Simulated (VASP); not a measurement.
# BaS, energy along a vibration (SMASS = -2): which settings are enough?

BaS, Fm-3m (no. 225), atoms displaced along the mode, 2 atoms in the cell. R2SCAN, energy along a line of displacements; PAW potentials Ba_sv, S (PBE set). VASP 6.6.1.

Wanted: harmonic frequency within 1 %.

Space group without the displacement: Fm-3m (no. 225); Mode: optical mode at Gamma along x.

POSCAR of the starting run:
```
BaS
1.0
    0.0000000000      3.1937500000      3.1937500000
    3.1937500000      0.0000000000      3.1937500000
    3.1937500000      3.1937500000      0.0000000000
Ba S
1 1
Direct
    0.0023705140     -0.0023705140     -0.0023705140
    0.4898460521      0.5101539479      0.5101539479

    0.0037854145   0.0000000000   0.0000000000
   -0.0162145855   0.0000000000   0.0000000000
```

The series start from k mesh: 4 × 4 × 4; Cutoff (eV): 340; Step along the mode (Å): 0.02; Extrapolation between steps (IWAVPR): 11. Each series keeps the choices made before it, and each single choice may use up half of a tolerance.

## k mesh

| k mesh | Harmonic frequency (THz) | Time (s) |
|---|---|---|
| 2 × 2 × 2 | -1.758 | 153 |
| 3 × 3 × 3 | 4.362 | 174 |
| 4 × 4 × 4 | 4.666 | 397 |
| 5 × 5 × 5 | 4.726 | 390 |
| 7 × 7 × 7 (reference) | 4.742 | 980 |

Chosen: 5 × 5 × 5, the loosest value from which every tighter one stays within half of the tolerance.

## Cutoff (eV)

| Cutoff (eV) | Harmonic frequency (THz) | Time (s) |
|---|---|---|
| 190 | 4.746 | 168 |
| 230 | 4.734 | 230 |
| 260 | 4.688 | 287 |
| 300 | 4.721 | 508 |
| 340 | 4.726 | 390 |
| 390 (reference) | 4.739 | 718 |

Chosen: 300.

Also changed on the way, by series that aren't shown: Step along the mode (Å): 0.08.

## All choices together

| Input | Harmonic frequency (THz) | Time (s) |
|---|---|---|
| defaults on a coarse mesh (naive) | 4.349 | 20 |
| chosen settings | 4.721 | 544 |
| reference settings throughout | 4.759 | 1281 |

The tolerance is met.

## The input

INCAR:
```
SYSTEM = BaS
METAGGA  = R2SCAN         ! meta-GGA
LMIXTAU  = .TRUE.       
PREC     = Accurate       ! precision mode
ENCUT    = 300            ! plane-wave cutoff, eV
EDIFF    = 1E-7           ! SCF threshold, eV
ALGO     = Normal         ! electronic algorithm
LREAL    = .FALSE.        ! projectors in reciprocal space
LASPH    = .TRUE.         ! aspherical terms in the spheres
ISMEAR   = 0              ! smearing method
SIGMA    = 0.03           ! smearing width, eV
ISYM     = 0            
LWAVE    = .FALSE.        ! write WAVECAR
LCHARG   = .FALSE.        ! write CHGCAR
IBRION   = 0              ! ionic algorithm
SMASS    = -2           
POTIM    = 1              ! step
NSW      = 9              ! ionic steps
NELMIN   = 4            
IWAVPR   = 11           
KPAR     = 2             
```

KPOINTS:
```
Automatic mesh
0
Gamma
  5 5 5
  0 0 0
```

POSCAR:
```
BaS
1.0
    0.0000000000      3.1937500000      3.1937500000
    3.1937500000      0.0000000000      3.1937500000
    3.1937500000      3.1937500000      0.0000000000
Ba S
1 1
Direct
    0.0094820558     -0.0094820558     -0.0094820558
    0.4593842084      0.5406157916      0.5406157916

    0.0151416579   0.0000000000   0.0000000000
   -0.0648583421   0.0000000000   0.0000000000
```

Commands:
```
cat potpaw_PBE.64/Ba_sv/POTCAR potpaw_PBE.64/S/POTCAR > POTCAR
mpirun -np 2 vasp_std > vasp.out
```

The chosen input took VASP 6.6.1 544 s on 2 cores (Intel Xeon Platinum 8259CL @ 2.50GHz (Skylake/Cascade Lake)), a shared host.

## An input that fails: electronic threshold far too loose

It runs to its end, but against the unchanged starting input it is off by 517 % in the harmonic frequency.

Changes against the starting input:
```
- EDIFF = 1e-07
- NELMIN = 4
+ EDIFF = 0.1
```
